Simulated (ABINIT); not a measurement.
PbSe (Clausthalite):

```
Pb Se
1.0
     0.00000    3.06065    3.06065
     3.06065    0.00000    3.06065
     3.06065    3.06065    0.00000
Pb Se
1 1
Cartesian
  0.0000 0.0000 0.0000
  3.0606 3.0606 3.0606
```

| Property | Result |
| --- | --- |
| Program | ABINIT 10.8.3 (patched build) |
| Task | relaxation of cell and atoms |
| Functional | PBE |
| Potentials or basis | PseudoDojo NC SR PBE v0.4.1 standard |
| Cutoff | 1061 eV |
| k mesh | 6 × 6 × 6 |
| Occupations | fermi-dirac, width 0.05 eV |
| Spin | no spin polarisation |

At the start: pressure 2.4 GPa; volume 28.67 Å³/atom.

**Question.** How do energy, volume and symmetry change on relaxing?

**Answer.** Over 4 steps the energy falls by 9.6 meV/atom and the volume is 30.01 Å³/atom (+4.7 %); space group Fm-3m (No. 225, to 0.05 Å).

Step by step:
| step | energy change (eV) | largest force (eV/Å) | pressure (GPa) | volume (Å³) |
| --- | --- | --- | --- | --- |
| 1 | 0.0000 | 0.0000 | 2.37 | 57.34 |
| 2 | -0.0056 | 0.0000 | 1.97 | 57.76 |
| 3 | -0.0192 | 0.0000 | 0.07 | 59.94 |
| 4 | -0.0192 | 0.0000 | 0.01 | 60.02 |

Final structure:
```
Pb Se
1.0
     0.00000    3.10755    3.10755
     3.10755    0.00000    3.10755
     3.10755    3.10755    0.00000
Pb Se
1 1
Direct
  0.00000 0.00000 0.00000
  0.50000 0.50000 0.50000
```

The cell as given is a measured one (28.67 Å³/atom); PBE puts the equilibrium volume +4.7 % from it, thermal expansion not counted.
